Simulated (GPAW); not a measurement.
ZnS (Wurtzite-2H):

```
CELL_PARAMETERS angstrom
3.81100 0.00000 0.00000
-1.90550 3.30042 0.00000
0.00000 0.00000 6.23400
ATOMIC_POSITIONS crystal
Zn 0.66667 0.33333 0.50000
Zn 0.33333 0.66667 0.00000
S 0.66667 0.33333 0.88500
S 0.33333 0.66667 0.38500
```

```yaml
Program: GPAW 26.7.0
Task: relaxation of cell and atoms
Functional: PBE
Potentials_or_basis: GPAW PAW data sets (gpaw-data 1.2.1)
Cutoff: 600 eV
Basis: pw
k_mesh: 6 × 6 × 3
Occupations: fermi-dirac, width 0.05 eV
Spin: no spin polarisation
```

At the start: pressure 2.4 GPa; volume 19.60 Å³/atom.

Problem. Where does the relaxation end?

Solution. Over 6 steps the energy falls by 9.6 meV/atom and the volume is 20.21 Å³/atom (+3.1 %); space group P6_3mc (No. 186, to 0.05 Å).

The path:
```csv
step,energy change (eV),largest force (eV/Å),pressure (GPa),volume (Å³)
1,0.0000,0.3291,2.38,78.41
2,-0.0098,0.2785,2.08,78.66
3,-0.0361,0.0420,0.56,80.15
4,-0.0366,0.0290,0.52,80.19
5,-0.0384,0.0165,0.06,80.70
6,-0.0385,0.0138,-0.05,80.83
```

Final structure:
```
Zn S
1.0
     3.85193    0.00000    0.00000
    -1.92596    3.33586    0.00000
     0.00000    0.00000    6.29054
Zn S
2 2
Direct
  0.66667 0.33333 0.50470
  0.33333 0.66667 0.00470
  0.66667 0.33333 0.88031
  0.33333 0.66667 0.38031
```

Caveat: later steps reuse the first step's grids.
